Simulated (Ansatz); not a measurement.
**GaS (P6_3/mmc)**

Level of theory: DFT PBE, scalar-relativistic, plane waves, PAW (Ansatz).

Settings: cutoff 420 eV, Γ-centred mesh 12×12×2 on the computed 8-atom cell, Gaussian smearing of 0.02 eV; no spin polarisation.

The structure is relaxed at this level of theory with its symmetry kept, and needn't be the ground state of this composition.

Space group P6_3/mmc (No. 194), hexagonal, a = 3.630 Å, c = 17.775 Å. Ga has 3 S at 2.36 Å and 1 Ga at 2.47 Å; around S lie 3 Ga at 2.36 Å.

* Volume per atom: 171.1 bohr³
* Formation energy from the elements' standard states (uncorrected): -0.660 eV/atom
* Kohn–Sham band gap: 2.02 eV
* Orbital (Löwdin) character of the top 1 eV of the valence band: S 3p 65 %, Ga 4p 23 %, Ga 4s 9 %
* Orbital (Löwdin) character of the lowest 1 eV of the conduction band: Ga 4p 37 %, S 3p 30 %, Ga 4s 19 %, unprojected 8 %
* Bader charge by site (e): Ga (4 in the cell) 0.82, S (4 in the cell) -0.82

The cell holds layers, chains or molecules and no dispersion correction was added, so their binding is poorly described.

It was relaxed from a cell as deposited in COD. Kohn–Sham gaps at this level usually fall short of measured ones. Löwdin shares on free-atom orbitals overweight diffuse shells in the empty bands.
